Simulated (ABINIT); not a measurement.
Crystal: Sb.

```xyz
1
Lattice="-1.8713 1.8713 1.8713 1.8713 -1.8713 1.8713 1.8713 1.8713 -1.8713" Properties=species:S:1:pos:R:3 pbc="T T T"
Sb    0.0000    0.0000    0.0000
```

This isn't the form of Sb at room conditions, which is rhombohedral.

Base run:

```yaml
Program: ABINIT 10.8.3 (patched build)
Functional: PBEsol
Potentials_or_basis: PseudoDojo NC SR PBEsol v0.4.1 standard
Cutoff: 980 eV
k_mesh: 8 × 8 × 8, with 2 shifts
Occupations: fermi-dirac, width 0.05 eV
Spin: no spin polarisation
```

Its results: pressure -2.0 GPa.

Task: The run is repeated on the same cell with these changes: k mesh from 8 × 8 × 8, with 2 shifts to 8 × 8 × 8. What comes out?

Result: Pressure -2.6 GPa.
